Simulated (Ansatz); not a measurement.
**GaAs: the cell at several levels of theory**

The task here is to estimate one member of a computed series from the others.

The runs shown are made with Ansatz 0.2.0. PAW datasets, plane waves, zero pressure. (Simulation; spin polarisation is off.)

## The cell

This is the cell as the run starts from it, not yet at rest; its lengths are not the crystal's.

It is cubic, F-43m (No. 216); conventional cell a = 5.489 Å, 20.67 Å³ an atom. Near Ga stand 4 As at 2.38 Å; near As stand 4 Ga at 2.38 Å.

The structure in full:

```cif
data_structure
_symmetry_space_group_name_H-M 'P 1'
_symmetry_Int_Tables_number 1
_cell_length_a 3.8811
_cell_length_b 3.8811
_cell_length_c 3.8811
_cell_angle_alpha 60.000
_cell_angle_beta 60.000
_cell_angle_gamma 60.000
_cell_volume 41.34
loop_
_atom_site_label
_atom_site_type_symbol
_atom_site_fract_x
_atom_site_fract_y
_atom_site_fract_z
_atom_site_occupancy
Ga1 Ga 0.00000 0.00000 0.00000 1
As1 As 0.25000 0.25000 0.25000 1
```

The first run:

File input.yaml:

```yaml
crystal:
  lattice:
    - [0.0, 2.7443767696, 2.7443767696]
    - [2.7443767696, 0.0, 2.7443767696]
    - [2.7443767696, 2.7443767696, 0.0]
  atoms:
    - { symbol: Ga, position: [0.0, 0.0, 0.0] }
    - { symbol: As, position: [0.25, 0.25, 0.25] }
kpoints:
  mp_grid: { grid: [8, 8, 8] }
hamiltonian:
  xc: pbe
scf:
  occupations: { method: fermi_dirac, width: 0.02 }
relax:
  f_tol: 0.005
  cell: {}
```

Started as:

```
$ ansatz run input.yaml --threads 4 --pin off --max-ram 7372MiB --backend cpu --events-out ev --progress --plain --runs-dir out
```

Steps of the session up to this table: Relaxation with PBE; Relaxing with r2SCAN; Relaxation with PBEsol; Relaxation with LDA; Relaxing with HSE06.

One of the session's tables, all rows but one given; the rest of the session is left out.

| level | a (Å) | volume (Å³/atom) |
| --- | --- | --- |
| PBE | 5.744 | 23.685 |
| r2SCAN | 5.666 | 22.739 |
| PBEsol | ? | ? |
| LDA | 5.603 | 21.984 |
| HSE06 | 5.682 | 22.936 |

Q: Estimate the row for PBEsol from the others.

The run gave: a (Å): 5.658; volume (Å³/atom): 22.635. In the column «a (Å)» it lies between LDA (5.603) and r2SCAN (5.666).

In words: From the start to the first minimum the volume moved by +14.6 %. LDA gives the smallest cell and PBE the largest; they differ by 7.7 % in volume, a mean of 2.5 % in length. A measured a is 5.65325 Å (298 K; a printed reference work, textbook); the misses are PBE +1.6 %, r2SCAN +0.2 %, PBEsol +0.1 %, LDA -0.9 %, HSE06 +0.5 %. The calculation is for a static lattice, without the thermal expansion and zero-point motion that a measured cell holds. The meshes differ: PBE 8×8×8, r2SCAN 8×8×8, PBEsol 8×8×8, LDA 8×8×8, HSE06 6×6×6.

**Measured values.**

From a printed reference work, textbook, for a bulk crystal of GaAs at 298 K: lattice constant a 5.65325 ± 0.00002 Å.
